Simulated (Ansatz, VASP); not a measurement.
# NaF (Villiaumite) in two plane-wave programs, part 2 of 2

Wanted: the spread between two codes on one cell, functional and k mesh. The cell is taken from a series of VASP runs on this material, whose earlier steps may have relaxed, scaled or displaced it; both programs get it as it stands.

VASP 6.6.1 and Ansatz 0.2.0.

So far: Set-up; VASP: zone-centre phonons, PBEsol.

## (3) Ansatz: zone-centre phonons, PBEsol

Level of this step: Ansatz beside VASP: Kohn-Sham DFT, plane waves, PBEsol (Ansatz).

Ansatz runs on its default PAW (the set named soft_2) files.

The same cell, functional and mesh now go to Ansatz, which takes its cutoff from its data sets.

Input file input.yaml:

```yaml
crystal:
  lattice:
    - [0.0, 2.3373573312, 2.3373573312]
    - [2.3373573312, 0.0, 2.3373573312]
    - [2.3373573312, 2.3373573312, 0.0]
  atoms:
    - { symbol: Na, position: [0.0, 0.0, 0.0] }
    - { symbol: F, position: [0.5, 0.5, 0.5] }
hamiltonian:
  xc: pbesol
  pseudopotentials: { kind: paw }
kpoints:
  mp_grid: { grid: [16, 16, 16] }
scf:
  occupations: { method: fixed }
phonons:
  method: dfpt
  qpoints: [[0, 0, 0]]
  dielectric: true
  rigid_motions: translations
```

Run with:

```bash
$ ansatz run input.yaml --threads 4 --pin off --max-ram 9216MiB --backend cpu --events-out ev --progress --plain --runs-dir out
```

Numbers of over 12 decimals in the logs are rounded to 6 here.

The log of the run:

```text
Engine: ansatz 0.2.0, aarch64-unknown-linux-gnu
Pseudopotentials: kind: paw
Pseudopotential: Na, paw, valence charge 9, recommended cutoff 420 eV (normal), Na.paw.azcp
Pseudopotential: F, paw, valence charge 7, recommended cutoff 420 eV (normal), F.paw.azcp
Functional definition: PBEsol
  exchange = pbesol_x
  correlation = pbesol_c
Crystal: 2 atoms, lattice volume = 25.539 Å³
Basis set: ecut = 420 eV, 531 PW (Γ), exchange–correlation on 48×48×48 points (8 copies of the dense FFT grid, shifted against one another)
Bands: 12, of which v1, the nominal top of the filled ones, is band 8 counted from 1 (7 counted from 0)
Symmetry: 48 space group operations
k-points: 349 of 4096 (irreducible under 8 space group operations, time reversal used)
Non-local potential: Na, projectors of the file, l = 0: 3, l = 1: 2, l = 2: 1
Non-local potential: F, projectors of the file, l = 0: 2, l = 1: 2, l = 2: 1
PAW form: soft (Blöchl's): semilocal exchange-correlation on the pseudo side does not see the compensation charge
PAW frozen core: Na, regenerated for the run's functional, and the local potential with it (the file was generated under x = pbe(κ = 0.804, μ = 0.219515), c = pbe(β = 0.066725))
PAW frozen core: F, regenerated for the run's functional, and the local potential with it (the file was generated under x = pbe(κ = 0.804, μ = 0.219515), c = pbe(β = 0.066725))
PAW one-centre angular grid: Na, 110 points (default); XC on 64 Gauss nodes
PAW one-centre angular grid: F, 110 points (default); XC on 64 Gauss nodes
Initial density: superposition of atomic densities (neutral atoms: chi_scale 0, normalization atom), corrected by the library's trained network
Initial wavefunctions: pseudopotential atomic-orbital guess
Functional: x = pbesol(κ = 0.804, μ = 0.123457), c = pbesol(β = 0.046)
SCF iter   1: F=—  HF=-2278.926361 eV  |F-HF|=—  |Δ(HF+E_count)|=         —  Δρ=1.13e-2  dr2=1.98e-2  ethr=1.77e-3  ⟨swp⟩=4.6  Hψ=20270  notcnv=0  defer=671
preconditioner: auto → none  [insulator: Δε(μ)=5.890 eV  Ē_g=25.875 eV  n_scr=8 (ndim 8)  ℏωp=27.5 eV  f_vac=0.108  ε∞_Penn≈2.1]
SCF iter   2: F=—  HF=-2278.920274 eV  |F-HF|=—  |Δ(HF+E_count)|=   6.09e-3  Δρ=5.00e-3  dr2=3.58e-3  ethr=1.24e-4  ⟨swp⟩=2.0  Hψ=8765  notcnv=0  defer=696
SCF iter   3: F=—  HF=-2278.919187 eV  |F-HF|=—  |Δ(HF+E_count)|=   1.09e-3  Δρ=4.58e-4  dr2=3.35e-5  ethr=2.24e-5  ⟨swp⟩=2.0  Hψ=5917  notcnv=0  defer=696
SCF iter   4: F=—  HF=-2278.919191 eV  |F-HF|=—  |Δ(HF+E_count)|=   3.23e-6  Δρ=1.03e-4  dr2=6.13e-7  ethr=2.09e-7  ⟨swp⟩=2.0  Hψ=6980  notcnv=0  defer=521
SCF iter   5: F=—  HF=-2278.919194 eV  |F-HF|=—  |Δ(HF+E_count)|=   3.63e-6  Δρ=4.73e-5  dr2=4.04e-7  ethr=3.83e-9  ⟨swp⟩=2.0  Hψ=6625  notcnv=0  defer=8
SCF iter   6: F=—  HF=-2278.919194 eV  |F-HF|=—  |Δ(HF+E_count)|=   7.04e-8  Δρ=8.36e-6  dr2=1.27e-8  ethr=2.52e-9  ⟨swp⟩=2.0  Hψ=5068  notcnv=0  defer=8
SCF iter   7: F=—  HF=-2278.919194 eV  |F-HF|=—  |Δ(HF+E_count)|=   1.18e-9  Δρ=1.12e-6  dr2=2.30e-10  ethr=7.95e-11  ⟨swp⟩=2.0  Hψ=5236  notcnv=0  defer=8
SCF iter   8: F=-2278.919194 eV  HF=-2278.919194 eV  |F-HF|=0.00e0  |Δ(HF+E_count)|=  4.32e-11  Δρ=4.80e-8  dr2=4.16e-13  ethr=1.00e-12  ⟨swp⟩=7.1  Hψ=21673  notcnv=0
SCF 1 converged in 8 iterations: F = -2278.919194 eV  dr2 = 4.16e-13
  greatest PAW one-centre occupation: 0.999 electrons in one spin orbital (limit 2), on the Na atom at site 0 (counted from 0), in its partial waves of l = 0
DFPT response loops at Γ: preconditioner auto → none (the input reference at scf.mixing.eps_inf says where Resta's filter doesn't serve); β = 0.50; Broyden in place of MSR1
SCF converged after 8 iterations
Free energy (F): -2278.919194 eV
Harris-Foulkes:  -2278.919194 eV  (|F-HF|=0.00e0)
Internal energy: -2278.919194 eV  (E = F + TS)
E sigma→0 (E₀):  -2278.919194 eV
Fermi energy:    0.737409 eV
--- Per-component energies (eV) ---
  E_band       = -236.510233
  E_kinetic    = 328.160690
  E_local      = -1707.427727  (includes V_loc(G=0)·N_el)
  E_nonlocal   = 189.752964
  E_hartree    = 604.935328
  E_xc         = -117.993165
  E_vxc        = -152.313520  (∫ρ·V_xc dr)
  E_paw        = -446.985786  (= ΣΔE_a)
  E_vpaw       = -104.555403  (= ΣTr[D̂ρ^β])
  E_aug_tail   = 0.002084  (compensation charges beyond the density's cutoff)
  E_ewald      = -1129.460719
  E_core_change = 0.097136  (= ΣΔE_core)
  E_smearing   = -0.000000  (= −TS)
  E_closure    = 0.000000  (closes the sum)
  Σ components = -2278.919194   (vs F -2278.919194, Δ=0.00e0)
--- Band table (eV; the first three rows and the last of 349) ---
  k-point 0: bands = [... 4 lower, -18.1129, 0.7374, 0.7374, 0.7374, 6.7851, 19.3876, 19.3876, 19.3876]
  k-point 1: bands = [... 4 lower, -18.0182, 0.6582, 0.7279, 0.7279, 6.9268, 18.7445, 19.4474, 19.4474]
  k-point 2: bands = [... 4 lower, -17.8754, 0.4473, 0.7011, 0.7011, 7.3238, 17.6296, 19.6159, 19.6159]
  k-point 348: bands = [... 4 lower, -17.6349, -0.1204, -0.1204, 0.1826, 13.6076, 13.6076, 15.6046, 17.2206]
--- Phonons (Γ-DFPT): 2 representative perturbations + reference, on 349 of 4096 k-points (Σ response iterations 7) ---
  k mesh reduced under 8 symmetry operations, with k and −k counted as one. Each operation leaves every solved perturbation unchanged. A smaller set is not considered because the run solves the response to a homogeneous field
  ASR residual: 2.416e-5 → 0.000e0 eV/Å²; symmetrization residual: 1.095e-6 eV/Å²
  ASR residual per site (eV/Å²): 6.93e-6 2.42e-5
  Γ frequencies (cm⁻¹): 0.00 0.00 0.00 222.38 222.38 222.38
  ε∞ (high-frequency dielectric tensor):
        1.887915     0.000000    -0.000000
       -0.000000     1.887915    -0.000000
        0.000000     0.000000     1.887915
  ε⁰ (static dielectric tensor: ions relaxed, cell fixed):
        5.758447    -0.000000    -0.000000
       -0.000000     5.758447     0.000000
       -0.000000     0.000000     5.758447
  ε⁰ − ε∞ (ionic part):
        3.870532    -0.000000    -0.000000
       -0.000000     3.870532     0.000000
       -0.000000     0.000000     3.870532
  softest optical mode at Γ: 222.38 cm⁻¹; the repairs (sum rule, projections) moved no ω² at Γ by more than (0.66 cm⁻¹)²
  Born effective charges Z* (e; rows j = field, columns β = displacement):
    site 0:
         1.01656   -0.00000    0.00000
        -0.00000    1.01656   -0.00000
        -0.00000   -0.00000    1.01656
    site 1:
        -1.01656    0.00000    0.00000
         0.00000   -1.01656    0.00000
         0.00000    0.00000   -1.01656
  Z* charge neutrality: 4.500e-5 e pre-enforcement
  k-mesh period / interband length: 52.9 Å / 0.89 Å = 59.32 at k = (0.0000, 0.0000, 0.0000), direct gap 6.048 eV — 14 or more, which is no proof of convergence
  optical modes at Γ without the LO–TO term, one row a degenerate level:
      ω (cm⁻¹)  modes    IR ((D/Å)²/amu)
        222.38      3             6.8758
  optical modes at Γ + LO–TO along q̂ = [1.0000, 0.0000, 0.0000]:
      ω (cm⁻¹)  modes    IR ((D/Å)²/amu)
        222.38      2             4.5839
        388.38      1             2.2919
  optical modes at Γ + LO–TO along q̂ = [0.0000, 1.0000, 0.0000]:
      ω (cm⁻¹)  modes    IR ((D/Å)²/amu)
        222.38      2             4.5839
        388.38      1             2.2919
  optical modes at Γ + LO–TO along q̂ = [0.0000, 0.0000, 1.0000]:
      ω (cm⁻¹)  modes    IR ((D/Å)²/amu)
        222.38      2             4.5839
        388.38      1             2.2919
--- Phonons (arbitrary-q DFPT): 1 explicit q-point ---
  q = [0, 0, 0] (of the zone-centre solve; hermiticity 1.16e-6, symmetrization 1.31e-13): -0.00 0.00 0.00 222.38 222.38 222.38
  sum rule: each row above includes the acoustic sum rule's correction from the zone centre's row sums; it moved no ω² by more than (0.59 cm⁻¹)²
```

Run time: 10 s. Hardware: 4 threads of Arm Neoverse V2, shared host; peak memory 0.72 GiB.

The column dr2 measures how far the density is from self-consistency, as an energy; F and HF (Harris–Foulkes) agree once it is small.

## (4) Differences

Known differences besides the potentials themselves: the data sets hold 16 valence electrons in Ansatz (default PAW (the set named soft_2) files) and 14 in VASP; the cutoff is 420 eV in Ansatz and 560 eV in VASP; Ansatz makes its cores anew for this functional, VASP keeps those of its PBE data sets; VASP leaves aspherical gradient terms in its spheres out (LASPH is not set), Ansatz keeps them. Total energies have different zeros and are not compared.

Both answers:

```tsv
quantity	Ansatz	VASP	difference
ε∞ xx	1.89	1.88	+0.66 %
ε∞ yy	1.89	1.88	+0.66 %
ε∞ zz	1.89	1.88	+0.66 %
Born charge of Na1 (mean of the diagonal) (e)	1.02	1.01	0.00
Born charge of F2 (mean of the diagonal) (e)	-1.02	-1.01	0.00
optical mode 1 to 3 (cm⁻¹)	222.4	228.3	-2.57 %
```

Modes are paired by rising frequency and degeneracy, not by their patterns, so a pair may still set unlike modes beside each other.

## (5) Ansatz: relaxation of cell and atoms, r2SCAN

The relaxed volume is the usual yardstick between codes: its relative difference is about their pressure difference at one cell divided by the bulk modulus. The cell compared in this pair holds 23.96 Å³, against 25.54 Å³ for the pair before.

The cell is taken from a series of VASP runs on this material, whose earlier steps may have relaxed, scaled or displaced it; both programs get it as it stands.

Input file input.yaml:

```yaml
crystal:
  lattice:
    - [0.0, 2.2882343668, 2.2882343668]
    - [2.2882343668, 0.0, 2.2882343668]
    - [2.2882343668, 2.2882343668, 0.0]
  atoms:
    - { symbol: Na, position: [0.0, 0.0, 0.0] }
    - { symbol: F, position: [0.5, 0.5, 0.5] }
hamiltonian:
  xc: r2scan
  pseudopotentials: { kind: paw }
kpoints:
  mp_grid: { grid: [8, 8, 8] }
scf:
  occupations: { method: gaussian, width: 0.03 }
relax:
  f_tol: 0.01
  max_steps: 60
  cell: { stress_tol: 0.05 }
output:
  forces: true
  stress: true
  write_density: true
  write_potential: true
  elf: true
  volumetric_format: npy
```

The log of the run:

```text
[...]
Crystal: 2 atoms, lattice volume = 23.962 Å³
Basis set: ecut = 500 eV, 609 PW (Γ), exchange–correlation on 96×96×96 points (64 copies of the dense FFT grid, shifted against one another)
Bands: 12, of which v1, the nominal top of the filled ones, is band 8 counted from 1 (7 counted from 0)
Symmetry: 48 space group operations
[...]
k-points: 29 of 512
[...]
--- Relaxed structure (3 steps of the walk, 3 accepted, 1 SCFs on fresh bases) ---
  F+E_penalty+E_count = -2301.37273704 eV   max|allowed force component| = 1.584e-29 eV/Å   (the final SCF, on the basis selected at the relaxed cell)
  cell:  # Å, volume = 24.2459 Å³
    - [0, 2.297220, 2.297220]
    - [2.297220, 0, 2.297220]
    - [2.297220, 2.297220, 0]
  atoms:
    - { symbol: Na, position: [0, 0, 0] }
    - { symbol: F, position: [0.5, 0.5, 0.5] }
[key lines of the parts left out:]
SCF converged after 5 iterations
Free energy (F): -2301.372737 eV
Fermi energy:    4.215663 eV
P = ⅓ Tr σ = 0.0011 GPa (0.011 kbar)
```

Elapsed: 1.5 s, on 4 threads; peak memory 0.47 GiB.

## (6) VASP: relaxation of cell and atoms, r2SCAN

The same cell, functional, mesh and smearing now go to VASP, with its own data sets and cutoff.

Input file INCAR:

```
SYSTEM = NaF
PREC = Accurate
ENCUT = 560
EDIFF = 1E-07
NELM = 100
ISMEAR = 0
SIGMA = 0.03
LREAL = .FALSE.
ALGO = Normal
METAGGA = R2SCAN
LASPH = .TRUE.
NBANDS = 13
LORBIT = 11
LWAVE = .FALSE.
LCHARG = .FALSE.
KPAR = 4
IBRION = 2
NSW = 50
ISIF = 3
EDIFFG = -0.002
```

Input file POSCAR:

```
NaF
1.0
    0.0000000000      2.2882343668      2.2882343668
    2.2882343668      0.0000000000      2.2882343668
    2.2882343668      2.2882343668      0.0000000000
Na F
1 1
Direct
    0.0000000000      0.0000000000      0.0000000000
    0.5000000000      0.5000000000      0.5000000000
```

Input file KPOINTS:

```
Automatic mesh
0
Gamma
8 8 8
0 0 0
```

Potentials, in the order of the species: Na_pv and F (PBE family, release 64).

Run with:

```bash
$ mpirun -np 4 vasp_std
```

The log of the run:

```text
[banner, memory and clock lines left out]
running    4 mpi-ranks, on    1 nodes
[...]
[... a notice as in an earlier step ...]

 LDA part: xc-table for (None), standard interpolation
 POSCAR, INCAR and KPOINTS ok, starting setup
[...]
entering main loop
       N       E                     dE             d eps       ncg     rms          rms(c)
DAV:   1     0.121184000329E+03    0.12118E+03   -0.82999E+03   754   0.144E+03
DAV:   2    -0.916970786951E+01   -0.13035E+03   -0.11939E+03   799   0.390E+02
DAV:   3    -0.160408174224E+02   -0.68711E+01   -0.68418E+01   949   0.839E+01
DAV:   4    -0.160966876095E+02   -0.55870E-01   -0.55867E-01   819   0.814E+00
[...]
DAV:  15    -0.126043404810E+02    0.11279E-05   -0.16441E-07   527   0.406E-03    0.303E-04
DAV:  16    -0.126043399879E+02    0.49301E-06   -0.14548E-08   442   0.134E-03    0.741E-05
DAV:  17    -0.126043399696E+02    0.18337E-07   -0.15489E-09   412   0.487E-04
   1 F= -.12604340E+02 E0= -.12604340E+02  d E =-.126043E+02
[...]
reached required accuracy - stopping structural energy minimisation
```

From OUTCAR (step 6):

```text
  Total        0.0036797      0.0036797      0.0036797     -0.0000000     -0.0000000      0.0000000
  in kB        0.2460335      0.2460335      0.2460335     -0.0000000     -0.0000000      0.0000000
  external PRESSURE =       0.2460335 kB  Pullay stress =       0.0000000 kB

 POSITION                                       TOTAL-FORCE (eV/Angst)
 -----------------------------------------------------------------------------------
      0.00000      0.00000      0.00000         0.000000     -0.000000      0.000000
      2.28823      2.28823      2.28823        -0.000000      0.000000     -0.000000
 -----------------------------------------------------------------------------------
    total drift:                                0.000000      0.000000      0.000000

  FREE ENERGIE OF THE ION-ELECTRON SYSTEM (eV)
  ---------------------------------------------------
  free  energy   TOTEN  =       -12.6043399696 eV

  energy  without entropy=      -12.6043399696  energy(sigma->0) =      -12.60433997

 reached required accuracy - stopping structural energy minimisation

[... 3 further parts left out ...]
[key lines of the parts left out:]
E-fermi :  -2.4046
```

The run keeps the 48 symmetry operations of its start, so it cannot find a distortion of lower symmetry.

## (7) Side by side

What differs besides the data sets and the points named for the pairs above, as far as they apply: VASP keeps PBE cores, Ansatz makes them for the functional; both relaxations stop at a tolerance, which leaves soft axes loose, and VASP keeps its plane-wave basis; the cutoff is 500 eV in Ansatz and 560 eV in VASP; Ansatz adds a Pulay correction to the stress that steers its cell, VASP none. Total energies have different zeros and are not compared.

Both answers:

```tsv
quantity	Ansatz	VASP	difference
volume (Å³)	24.25	23.96	+1.18 %
edge a after relaxation, in the typed setting (Å)	3.249	3.236	+0.39 %
```

The walks stopped with 0.00 GPa left in Ansatz and 0.02 GPa in VASP; each walk ends within a tolerance, so the volume difference is uncertain by about these residues over the bulk modulus, most in soft cells.

## (8) Summary of results

| Quantity | Value |
| --- | --- |
| r.m.s. difference of the optical zone-centre modes, each program's sorted by frequency (zone-centre phonons, PBEsol) | 5.9 cm⁻¹ |
| difference in optical mode 1 to 3 (zone-centre phonons, PBEsol) | -2.6 % |
| difference in volume (relaxation of cell and atoms, r2SCAN) | 1.2 % |

In words: The difference in volume is 1.2 % (relaxation of cell and atoms, r2SCAN), at about the 1.2 % picked in this series as the mark of a large difference, as far as the stopping tolerances let one tell. Among the rows given in per cent, the largest difference of the zone-centre phonons, PBEsol pair is in optical mode 1 to 3, -2.6 %. Such differences can come from data sets, numerical settings and the points named under the comparisons, not from the functional's error against experiment.

[Lines on the potential files, build, host, timing and source positions are cut from VASP's logs without a mark.]

[Logs are printed without paths, hosts, clocks, repeated set-up lines and the standing remarks that a program may print on its own settings, such as how far it seeks lower states.]

[Hosts, paths, dates, database ids (printed as entryN), source tags and the programs' standing remarks are cut or masked in the printed files.]
